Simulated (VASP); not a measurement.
# CdSe (Cadmoselite) (P6_3mc) in VASP: a series of runs

The runs below take CdSe (Cadmoselite) through relaxation of cell and atoms, with PBE.

All numbers are computed with VASP 6.6.1; they aren't measurements. Logs are shortened: lines on timing, memory, paths and dates and some standing lists are left out, and cuts for length are marked.

### Step 1. Starting point

The structure is hexagonal, space group P6_3mc (No. 186). The conventional cell has a = 4.300 Å, b = 4.300 Å, c = 7.020 Å, α = 90.00°, β = 90.00°, γ = 120.00°. Cd (site symmetry 3m) is surrounded by 4 Se at 2.61 to 2.70 Å. Se (site symmetry 3m) has 4 Cd at 2.61 to 2.70 Å as nearest neighbours.

### Step 2. Relaxation of cell and atoms, PBE

Input file INCAR:

```
SYSTEM = CdSe
PREC     = Accurate       ! precision mode
ENCUT    = 600            ! plane-wave cutoff, eV
EDIFF    = 1E-6           ! SCF threshold, eV
ISMEAR   = 0              ! smearing method
SIGMA    = 0.03           ! smearing width, eV
LREAL    = .False.        ! projectors in reciprocal space
LASPH    = .True.         ! aspherical terms in the spheres
NELM     = 80             ! most SCF steps
ALGO     = Normal         ! electronic algorithm
ISIF     = 3              ! what is computed and relaxed
LWAVE    = .False.        ! write WAVECAR
LCHARG   = .False.        ! write CHGCAR
GGA      = PE             ! functional
IBRION   = 2              ! ionic algorithm
NSW      = 90             ! ionic steps
EDIFFG   = -0.01          ! ionic threshold
```

Input file KPOINTS:

```
regular mesh
0
Gamma
  9 9 4
  0 0 0
```

Input file POSCAR:

```
CdSe
1.0
    4.3000000000      0.0000000000      0.0000000000
   -2.1500000000      3.7239092363      0.0000000000
    0.0000000000      0.0000000000      7.0200000000
Cd Se
2 2
Direct
    0.3333333333      0.6666666667      0.0000000000
    0.6666666667      0.3333333333      0.5000000000
    0.3333333333      0.6666666667      0.3850000000
    0.6666666667      0.3333333333      0.8850000000
```

Potentials or basis: VASP PAW PBE potentials, release 64 (Cd, Se).

The run is started by

```
$ cat potpaw_PBE.64/Cd/POTCAR potpaw_PBE.64/Se/POTCAR > POTCAR
$ mpirun -np 1 vasp_std > vasp.out
```

OUTCAR:

```text
SYSTEM = CdSe
   PREC = Accurate
   ENCUT = 600
   EDIFF = 1E-6
   ISMEAR = 0
   LREAL = .False.
   LASPH = .True.
   NELM = 80
   ISIF = 3
   GGA = PE
   IBRION = 2
   NSW = 90
   EDIFFG = -0.01

 ion  position               nearest neighbor table
   1  0.333  0.667  0.000-   4 2.61   4 2.61   4 2.61   3 2.70
   2  0.667  0.333  0.500-   3 2.61   3 2.61   3 2.61   4 2.70
   3  0.333  0.667  0.385-   2 2.61   2 2.61   2 2.61   1 2.70
   4  0.667  0.333  0.885-   1 2.61   1 2.61   1 2.61   2 2.70

  LATTYP: Found a hexagonal cell.
 ALAT       =     4.3000000000
 C/A-ratio  =     1.6325581395

  Lattice vectors:

 A1 = (   4.3000000000,   0.0000000000,   0.0000000000)
 A2 = (  -2.1500000000,   3.7239092363,   0.0000000000)
 A3 = (   0.0000000000,   0.0000000000,   7.0200000000)

Analysis of symmetry for initial positions (statically):
=====================================================================
 Subroutine PRICEL returns:
 Original cell was already a primitive cell.

 Routine SETGRP: Setting up the symmetry group for a
 hexagonal supercell.

 Subroutine GETGRP returns: Found 12 space group operations
 (whereof  6 operations were pure point group operations)
 out of a pool of 24 trial point group operations.

The static configuration has the point symmetry C_3v.
 The point group associated with its full space group is C_6v.

Analysis of symmetry for dynamics (positions and initial velocities):
=====================================================================
 Subroutine PRICEL returns:
 Original cell was already a primitive cell.

 Routine SETGRP: Setting up the symmetry group for a
 hexagonal supercell.

 Subroutine GETGRP returns: Found 12 space group operations
 (whereof  6 operations were pure point group operations)
 out of a pool of 24 trial point group operations.

The dynamic configuration has the point symmetry C_3v.
 The point group associated with its full space group is C_6v.

 Subroutine INISYM returns: Found 12 space group operations
 (whereof  6 operations are pure point group operations),
 and found     1 'primitive' translations

----------------------------------------------------------------------------------------

                                     Primitive cell

  volume of cell :     112.4099

  direct lattice vectors                    reciprocal lattice vectors
     4.300000000  0.000000000  0.000000000     0.232558140  0.134267504  0.000000000
    -2.150000000  3.723909236  0.000000000     0.000000000  0.268535009  0.000000000
     0.000000000  0.000000000  7.020000000     0.000000000  0.000000000  0.142450142

  length of vectors
     4.300000000  4.300000000  7.020000000     0.268535009  0.268535009  0.142450142

  position of ions in fractional coordinates (direct lattice)
     0.333333333  0.666666667  0.000000000
     0.666666667  0.333333333  0.500000000
     0.333333333  0.666666667  0.385000000
     0.666666667  0.333333333  0.885000000

  ion indices of the primitive-cell ions
   primitive index   ion index
                 1           1
                 2           2
                 3           3
                 4           4

----------------------------------------------------------------------------------------

 KPOINTS: regular mesh

Automatic generation of k-mesh.
 Grid dimensions read from file:
 generate k-points for:    9    9    4

 Generating k-lattice:

  Cartesian coordinates                     Fractional coordinates (reciprocal lattice)
     0.025839793  0.014918612  0.000000000     0.111111111  0.000000000  0.000000000
     0.000000000  0.029837223  0.000000000     0.000000000  0.111111111  0.000000000
     0.000000000  0.000000000  0.035612536     0.000000000  0.000000000  0.250000000

  Length of vectors
     0.029837223  0.029837223  0.035612536

  Shift w.r.t. Gamma in fractional coordinates (k-lattice)
     0.000000000  0.000000000  0.000000000

 Subroutine IBZKPT returns following result:
 ===========================================

 Found     36 irreducible k-points:

 Following reciprocal coordinates:
            Coordinates               Weight
  0.000000  0.000000  0.000000      1.000000
  0.111111 -0.000000  0.000000      6.000000
  0.222222  0.000000  0.000000      6.000000
  0.333333 -0.000000  0.000000      6.000000
  0.444444  0.000000  0.000000      6.000000
  0.111111  0.111111  0.000000      6.000000
[... 16 lines left out ...]
  0.333333  0.222222  0.250000     24.000000
  0.333333  0.333333  0.250000      4.000000
 [... further k-points ...]
   k-points           NKPTS =     36   k-points in BZ     NKDIM =     36   number of bands    NBANDS=     22
   number of dos      NEDOS =    301   number of ions     NIONS =      4
   total plane-waves  NPLWV =  72576
   dimension x,y,z NGX =    36 NGY =   36 NGZ =   56
   dimension x,y,z NGXF=    72 NGYF=   72 NGZF=  112
   ions per type =               2   2
   NGX,Y,Z   is equivalent  to a cutoff of  13.92, 13.92, 13.26 a.u.
   NGXF,Y,Z  is equivalent  to a cutoff of  27.84, 27.84, 26.52 a.u.
 SYSTEM =  CdSe
   PREC   = accura    normal or accurate (medium, high low for compatibility)
   ISTART =      0    job   : 0-new  1-cont  2-samecut
   ICHARG =      2    charge: 1-file 2-atom 10-const
   ISPIN  =      1    spin polarized calculation?
   LNONCOLLINEAR =      F non collinear calculations
   LSORBIT =      F    spin-orbit coupling
   LASPH  =      T    aspherical Exc in radial PAW
   ENCUT  =  600.0 eV  44.10 Ry    6.64 a.u.   8.59  8.59 14.02*2*pi/ulx,y,z
   NELM   =     80;   NELMIN=  2; NELMDL= -5     # of ELM steps
   EDIFF  = 0.1E-05   stopping-criterion for ELM
   LREAL  =      F    real-space projection
   EDIFFG = -.1E-01   stopping-criterion for IOM
   NSW    =     90    number of steps for IOM
   IBRION =      2    ionic relax: 0-MD 1-quasi-New 2-CG
   NFREE  =      1    steps in history (QN), initial steepest desc. (CG)
   ISIF   =      3    stress and relaxation
   ISYM   =      2    0-nonsym 1-usesym 2-fastsym
   POTIM  = 0.5000    time-step for ionic-motion
   TEBEG  =    0.0;   TEEND  =   0.0 temperature during run
   PSTRESS=    0.0 pullay stress
   NELECT =      36.0000    total number of electrons
   NUPDOWN=      -1.0000    fix difference up-down
   EMIN   =  10.00;   EMAX   =-10.00  energy-range for DOS
   EFERMI =   0.00;   METHOD = LEGACY
   ISMEAR =     0;   SIGMA  =   0.03  broadening in eV -4-tet -1-fermi 0-gaus
   EFERMI_NEDOS =   21; number of points for ismear=-14 and -15
   IALGO  =     38    algorithm
   IMIX   =      4    mixing-type and parameters
     AMIX     =   0.40;   BMIX     =  1.00
     AMIX_MAG =   1.60;   BMIX_MAG =  1.00
  volume/ion in A,a.u.               =      28.10       189.64
  Fermi-wavevector in a.u.,A,eV,Ry     =   1.120059  2.116604 17.068937  1.254531
  Thomas-Fermi vector in A             =   2.256702
   LORBIT       =      0    0 simple, 1 ext, 2 COOP (PROOUT), +10 PAW based schemes
   GGA     = PE    functional components
   LHFCALC =     F    Hartree Fock is set to
   AEXX    =    0.0000 exact exchange contribution
   IVDW    =     0    specifies the selected vdW correction
   LEPSILON=     F    determine dielectric tensor
   LRPA    =     F    only Hartree local field effects (RPA)
 conjugate gradient relaxation of ions
 non-spin polarized calculation
 Gauss-broadening in eV      SIGMA  =   0.03
  energy-cutoff  :      600.00
  volume of cell :      112.41
 maximum number of plane-waves:      3791
 NGX is ok and might be reduce to    36
   NGX = 17   NGY = 17   NGZ = 29

--------------------------------------- Ionic step        1  -------------------------------------------

 number of electron      35.9999991 magnetization

 Free energy of the ion-electron system (eV)
  ---------------------------------------------------
  ext. energy  EPLUGINS =         0.00000000
  ---------------------------------------------------
  free energy    TOTEN  =       -10.90519780 eV

  energy without entropy =      -10.90519780  energy(sigma->0) =      -10.90519780

------------------------ aborting loop because EDIFF is reached ----------------------------------------

  FORCE on cell =-STRESS in cart. coord.  units (eV):
  Direction    XX          YY          ZZ          XY          YZ          ZX
  --------------------------------------------------------------------------------------
  -------------------------------------------------------------------------------------
  Total        2.7970894      2.7970894      1.3248376      0.0000000      0.0000000      0.0000000
  in kB       39.8668830     39.8668830     18.8828946      0.0000000      0.0000000      0.0000000
  external PRESSURE =      32.8722202 kB  Pullay stress =       0.0000000 kB
[... 289 lines left out ...]
  energy  without entropy=      -10.9926299601  energy(sigma->0) =      -10.99262996

--------------------------------------- Ionic step        9  -------------------------------------------

 number of electron      36.0000011 magnetization

 Free energy of the ion-electron system (eV)
  ---------------------------------------------------
  ext. energy  EPLUGINS =         0.00000000
  ---------------------------------------------------
  free energy    TOTEN  =       -10.99291187 eV

  energy without entropy =      -10.99291187  energy(sigma->0) =      -10.99291187

 E-fermi :   0.6201     XC(G=0):  -8.6052

 val. band max:        0.4815996380   @ k =   0.0000   0.0000   0.0000
 cond. band min:       1.0129841816   @ k =   0.0000   0.0000   0.0000
 fundamental gap:      0.5313845436
 Fermi energy:         0.6200562304

 k-point     1 :       0.0000    0.0000    0.0000
  band No.  band energies     occupation
      1     -11.7955      2.00000
      2     -11.4706      2.00000
      3      -7.2621      2.00000
      4      -7.2582      2.00000
      5      -7.2582      2.00000
      6      -7.2016      2.00000
[... 574 lines left out ...]
      6      -7.0787      2.00000
[... 14 lines left out ...]
     21       5.2663      0.00000
     22       6.7780      0.00000

 [... further k-points ...]

------------------------ aborting loop because EDIFF is reached ----------------------------------------

  FORCE on cell =-STRESS in cart. coord.  units (eV):
  Direction    XX          YY          ZZ          XY          YZ          ZX
  --------------------------------------------------------------------------------------
  -------------------------------------------------------------------------------------
  Total        0.0203644      0.0203644     -0.0166755      0.0000000      0.0000000      0.0000000
  in kB        0.2728467      0.2728467     -0.2234217      0.0000000      0.0000000      0.0000000
  external PRESSURE =       0.1074239 kB  Pullay stress =       0.0000000 kB
[... 19 lines left out ...]
  FREE ENERGIE OF THE ION-ELECTRON SYSTEM (eV)
  ---------------------------------------------------
  free  energy   TOTEN  =       -10.9929118719 eV

  energy  without entropy=      -10.9929118719  energy(sigma->0) =      -10.99291187

 reached required accuracy - stopping structural energy minimisation
```

Run time: 3.4 min. Hardware: 1 thread of Intel Xeon 6975P-C (Granite Rapids), shared host; peak memory 0.33 GiB.

Results:

- Free energy: -10.9929 eV
- Relaxed volume: 29.90 Å³/atom
- Relaxed cell: a = 4.389 Å, b = 4.389 Å, c = 7.167 Å, α = 90.00°, β = 90.00°, γ = 120.00°
- Space group after relaxing (to 0.05 Å): P6_3mc (No. 186)
- Energy gained by relaxing: 21.9 meV/atom
- Ionic steps: 9
- Pressure after relaxing: 0.0 GPa
- Largest force after relaxing: 0.007 eV/Å
- Band gap on the k mesh: 0.53 eV, direct

Forces on the atoms (eV/Å):
```
Cd   0.000  0.000  0.007
Cd   0.000  0.000  0.007
Se   0.000  0.000 -0.007
Se   0.000  0.000 -0.007
```

Step by step:
```
step  energy change (eV)  largest force (eV/Å)  pressure (GPa)  volume (Å³)
   1              0.0000                0.2908            3.29       112.41
   2             -0.0773                0.0487           -0.86       122.04
   3             -0.0835                0.0922           -0.09       119.80
   4             -0.0835                0.0953           -0.01       119.65
   5             -0.0848                0.0650            0.04       119.49
   6             -0.0857                0.0135            0.14       119.23
   7             -0.0868                0.0095            0.02       119.52
   8             -0.0874                0.0029           -0.14       119.97
   9             -0.0877                0.0071            0.01       119.58
```

Final structure:
```xyz
4
Lattice="4.3895 0.0000 0.0000 -2.1947 3.8014 0.0000 0.0000 0.0000 7.1666" Properties=species:S:1:pos:R:3 pbc="T T T"
Cd    0.0000    2.5343    0.0325
Cd    2.1947    1.2671    3.6158
Se    0.0000    2.5343    2.7267
Se    2.1947    1.2671    6.3100
```

### Step 3. Relaxation of cell and atoms, PBE

This run uses another cell than the first one, of 29.90 Å³/atom, 1.064 times its volume.

Changes to INCAR since step 2:

```diff
@@ -3,3 +3,3 @@
 ENCUT    = 600            ! plane-wave cutoff, eV
-EDIFF    = 1E-6           ! SCF threshold, eV
+EDIFF    = 1E-7           ! SCF threshold, eV
 ISMEAR   = 0              ! smearing method
@@ -16,2 +16,2 @@
 NSW      = 90             ! ionic steps
-EDIFFG   = -0.01          ! ionic threshold
+EDIFFG   = -0.005         ! ionic threshold
```

KPOINTS is that of step 2.

Input file POSCAR:

```
CdSe                                    
1.0
    4.3894517765      0.0000000000      0.0000000000
   -2.1947258883      3.8013767472      0.0000000000
   -0.0000000000      0.0000000000      7.1665861399
  Cd              Se            
     2     2
Direct
     0.3333333332999970    0.6666666667000030    0.0045314416578108
     0.6666666667000030    0.3333333332999970    0.5045314416578108
     0.3333333332999970    0.6666666667000030    0.3804685583421872
     0.6666666667000030    0.3333333332999970    0.8804685583421872
```

Potentials or basis: VASP PAW PBE potentials, release 64 (Cd, Se).

The run is started by

```
$ cat potpaw_PBE.64/Cd/POTCAR potpaw_PBE.64/Se/POTCAR > POTCAR
$ mpirun -np 1 vasp_std > vasp.out
```

OUTCAR:

```text
SYSTEM = CdSe
   PREC = Accurate
   ENCUT = 600
   EDIFF = 1E-7
   ISMEAR = 0
   LREAL = .False.
   LASPH = .True.
   NELM = 80
   ISIF = 3
   GGA = PE
   IBRION = 2
   NSW = 90
   EDIFFG = -0.005

 ion  position               nearest neighbor table
   1  0.333  0.667  0.005-   4 2.69   4 2.69   4 2.69   3 2.69
   2  0.667  0.333  0.505-   3 2.69   3 2.69   3 2.69   4 2.69
   3  0.333  0.667  0.380-   2 2.69   2 2.69   2 2.69   1 2.69
   4  0.667  0.333  0.880-   1 2.69   1 2.69   1 2.69   2 2.69

  LATTYP: Found a hexagonal cell.
 ALAT       =     4.3894517765
 C/A-ratio  =     1.6326836482

  Lattice vectors:

 A1 = (   4.3894517765,   0.0000000000,   0.0000000000)
 A2 = (  -2.1947258883,   3.8013767472,   0.0000000000)
 A3 = (   0.0000000000,   0.0000000000,   7.1665861399)

Analysis of symmetry for initial positions (statically):
=====================================================================
 Subroutine PRICEL returns:
 Original cell was already a primitive cell.

 Routine SETGRP: Setting up the symmetry group for a
 hexagonal supercell.

 Subroutine GETGRP returns: Found 12 space group operations
[... 224 lines left out ...]

 val. band max:        0.4816904303   @ k =   0.0000   0.0000   0.0000
 cond. band min:       1.0132210600   @ k =   0.0000   0.0000   0.0000
 fundamental gap:      0.5315306297
 Fermi energy:         0.6193613729

 k-point     1 :       0.0000    0.0000    0.0000
  band No.  band energies     occupation
      1     -11.7956      2.00000
      2     -11.4703      2.00000
      3      -7.2626      2.00000
      4      -7.2578      2.00000
      5      -7.2578      2.00000
      6      -7.2009      2.00000
[... 589 lines left out ...]
     21       5.2656      0.00000
     22       6.7781      0.00000

 [... further k-points ...]

------------------------ aborting loop because EDIFF is reached ----------------------------------------

  FORCE on cell =-STRESS in cart. coord.  units (eV):
  Direction    XX          YY          ZZ          XY          YZ          ZX
  --------------------------------------------------------------------------------------
  -------------------------------------------------------------------------------------
  Total        0.0012915      0.0012915      0.0002434     -0.0000000      0.0000000      0.0000000
  in kB        0.0173051      0.0173051      0.0032614     -0.0000000      0.0000000      0.0000000
  external PRESSURE =       0.0126238 kB  Pullay stress =       0.0000000 kB

 VOLUME and BASIS-vectors are now :
 -----------------------------------------------------------------------------
  energy-cutoff  :      600.00
  volume of cell :      119.57
      direct lattice vectors                 reciprocal lattice vectors
     4.389925864 -0.000000000  0.000000000     0.227794280  0.131517089  0.000000000
    -2.194962932  3.801787319  0.000000000     0.000000000  0.263034177  0.000000000
     0.000000000  0.000000000  7.164581067     0.000000000  0.000000000  0.139575502

 POSITION                                       TOTAL-FORCE (eV/Angst)
 -----------------------------------------------------------------------------------
     -0.00000      2.53452      0.03281        -0.000000      0.000000      0.002261
      2.19496      1.26726      3.61510         0.000000     -0.000000      0.002261
     -0.00000      2.53452      2.72555         0.000000      0.000000     -0.002261
      2.19496      1.26726      6.30784        -0.000000     -0.000000     -0.002261
 -----------------------------------------------------------------------------------
    total drift:                               -0.000000     -0.000000     -0.000569

  FREE ENERGIE OF THE ION-ELECTRON SYSTEM (eV)
  ---------------------------------------------------
  free  energy   TOTEN  =       -10.9948049096 eV

  energy  without entropy=      -10.9948049096  energy(sigma->0) =      -10.99480491

 reached required accuracy - stopping structural energy minimisation
```

CONTCAR:

```text
CdSe
   1.00000000000000
     4.3899258636193128   -0.0000000000000062    0.0000000000000000
    -2.1949629318596671    3.8017873186889557    0.0000000000000000
     0.0000000000000000    0.0000000000000000    7.1645810673287640
  Cd              Se
     2     2
Direct
     0.3333333332999970    0.6666666667000030    0.0045799279776138
     0.6666666667000030    0.3333333332999970    0.5045799279776138
     0.3333333332999970    0.6666666667000030    0.3804200720223842
     0.6666666667000030    0.3333333332999970    0.8804200720223843

  0.00000000E+00  0.00000000E+00  0.00000000E+00
  0.00000000E+00  0.00000000E+00  0.00000000E+00
  0.00000000E+00  0.00000000E+00  0.00000000E+00
  0.00000000E+00  0.00000000E+00  0.00000000E+00
```

Run time: 64 s. Hardware: 1 thread of Intel Xeon 6975P-C (Granite Rapids), shared host; peak memory 0.33 GiB.

What came out:

* Free energy: -10.9948 eV
* Energy gained by relaxing: 0.0 meV/atom
* Ionic steps: 2
* Pressure after relaxing: 0.0 GPa
* Band gap on the k mesh: 0.53 eV, direct

Forces on the atoms (eV/Å):
```
Cd   0.000  0.000  0.002
Cd   0.000  0.000  0.002
Se   0.000  0.000 -0.002
Se   0.000  0.000 -0.002
```

Final structure:
```
Cd Se
1.0
     4.38993    0.00000    0.00000
    -2.19496    3.80179    0.00000
     0.00000    0.00000    7.16458
Cd Se
2 2
Direct
  0.33333 0.66667 0.00458
  0.66667 0.33333 0.50458
  0.33333 0.66667 0.38042
  0.66667 0.33333 0.88042
```
